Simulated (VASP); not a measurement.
Given:

```xyz
2
Lattice="0.0000 3.0157 3.0157 3.0157 0.0000 3.0157 3.0157 3.0157 0.0000" Properties=species:S:1:pos:R:3 pbc="T T T"
Na     0.0000     0.0000     0.0000
Br     3.0157     3.0157     3.0157
```

Calculation: revPBE GGA, VASP's PBE PAW potentials (set 64) (plane waves; VASP 6.6.1). Numerical set-up: 300 eV cut-off, 5×5×5 Γ-centred mesh, Fermi-Dirac smearing of 0.050 eV, potentials Na_pv Br.

At this cut-off the stress carries a Pulay error, which pulls relaxed volumes low. Energy and stress use the plane-wave basis of the starting cell.

Task: The ions, cell shape and volume are relaxed. Predict the relaxed structure.

Result: 
```xyz
2
Lattice="0.0000 3.0804 3.0804 3.0804 0.0000 3.0804 3.0804 3.0804 0.0000" Properties=species:S:1:pos:R:3 pbc="T T T"
Na     0.0000     0.0000     0.0000
Br     3.0804     3.0804     3.0804
```
Space group Fm-3m (225), at a tolerance of 0.03 Å.

Task: How do energy and volume change from the first to the last step?

Result: The energy (σ→0) changes by -7.0 meV/atom and the volume by +6.6 %, in 4 ionic steps.

The structure comes from a computed database's NaBr entry; how it stands against other phases isn't given here. This run relaxes it. Symmetry was kept, so distortions that lower it aren't found. The run is one of a series of settings (EDIFFG = -0.01, IBRION = 2, ISIF = 3, NSW = 50 against the base run), some of them coarse on purpose.
